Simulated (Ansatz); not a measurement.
Runs of Ansatz 0.2.0 on Sb. The structure is trigonal, space group R-3m (No. 166). The conventional cell has a = 4.308 Å, b = 4.308 Å, c = 11.274 Å, α = 90.00°, β = 90.00°, γ = 120.00°. Around Sb (site symmetry 3m) lie 3 Sb at 2.91 Å. 

| task | level | potentials or basis | spin | cell | cutoff (eV) | points for each segment of the path | gap on the mesh (eV) | pressure (GPa) | V0 of scaled cells (Å³/atom) | relaxed volume (Å³/atom) | B0 (GPa) | largest force (eV/Å) |
| --- | --- | --- | --- | --- | --- | --- | --- | --- | --- | --- | --- | --- |
| relaxation of cell and atoms | RPBE+D4 | Ansatz PAW | off | relaxed | 420 | - | - | 0.0 | - | 28.81 | - | - |
| equation of state | r2SCAN | Ansatz PAW | off | as given | 500 | - | - | - | 31.08 | - | 54 | - |
| equation of state | PBEsol | PseudoDojo PBEsol | off | as given | 1088 | - | - | - | 30.19 | - | 57 | - |
| relaxation of cell and atoms | LDA | Ansatz PAW | off | relaxed | 420 | - | - | 0.0 | - | 29.24 | - | 0.01 |
| relaxation of cell and atoms | exchange-only PBE | Ansatz PAW | off | relaxed | 420 | - | 0.83 | 0.0 | - | 64.27 | - | - |
| relaxation of cell and atoms | rPW86-PBE+rVV10 | Ansatz PAW | off | relaxed | 420 | - | - | 0.0 | - | (c) | - | 0.01 |
| band structure | BLYP | Ansatz PAW | off | as given | 420 | 14 | (a) | 6.8 | - | - | - | (b) |
| equation of state | PBEsol | Ansatz PAW | SOC, no magnetisation | as given | 420 | - | - | - | 30.26 | - | 57 | - |

Alike in all rows: k mesh 8 × 8 × 8; smearing fermi-dirac 0.05 eV.

Estimate the missing entries.

(a) none; (b) 0.13; (c) 33.10.

Caveats: the PAW data sets come from PBE, with cores solved anew for the run's functional, which leaves a small shift of forces and pressure (some runs); the plane-wave basis is chosen anew once the cell has moved, so the energies of steps on either side of that aren't comparable (some runs); the cell was scaled at fixed shape and fractional positions, which overstates the stiffness of a crystal with free parameters, most of all of layers and chains (some runs); spin-orbit coupling is left out, which moves the levels of the heavy elements (some runs); the PAW data sets were made with another functional, which shifts forces and pressure a little (some runs); the volume moved by over 15 % at a fixed basis, so the end points are rough (some runs); the volume moved by +113 % from the deposited cell, more than functionals usually miss (some runs).

A k mesh can miss the band edges, and rows without SOC leave out spin-orbit coupling on Sb.

Runs at the PBE level aren't shown here.
